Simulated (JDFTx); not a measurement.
CaO:

```
Ca O
1.0
     0.00000    2.40356    2.40356
     2.40356    0.00000    2.40356
     2.40356    2.40356    0.00000
Ca O
1 1
Direct
  0.00000 0.00000 0.00000
  0.50000 0.50000 0.50000
```

The cell is a database's computed one.

Program: JDFTx 1.7.0 (patched build). Alike in all runs: task single point; no spin polarisation; cell as given; smearing fermi-dirac 0.05 eV.

Q: Order these runs on this cell by their band gap on the k mesh, lowest first.
A. level r2SCAN; potentials or basis SG15-PBE-1.2; k mesh 10 × 10 × 10; cutoff (eV) 1088; SCF threshold on the energy 1e-09 Ha; mesh quality not flagged
B. level HSE06; potentials or basis PseudoDojo-SR-PBE-0.5-standard with smoothed tails; k mesh 3 × 3 × 3; cutoff (eV) 1143; SCF threshold on the energy 1e-07 Ha; local potential set to -Z/r beyond 6 bohr; mesh quality coarse
C. level PBE; potentials or basis PseudoDojo-SR-PBE-0.5-standard; k mesh 10 × 10 × 10; cutoff (eV) 1143; SCF threshold on the energy 1e-09 Ha; mesh quality not flagged
D. level LDA; potentials or basis PseudoDojo-SR-LDA-0.4.1-standard; k mesh 10 × 10 × 10; cutoff (eV) 1143; SCF threshold on the energy 1e-09 Ha; mesh quality not flagged

A: D (3.49 eV), C (3.66 eV), A (4.27 eV), B (5.82 eV).

Caveats: some runs use coarse meshes; this program's HSE differs a little from the usual definition (some runs); the hybrid runs on potentials with a model core (some runs); an odd mesh through Γ misses points on the zone boundary, where band edges often lie (some runs).

A k mesh can miss the band edges, odd and even meshes differently.
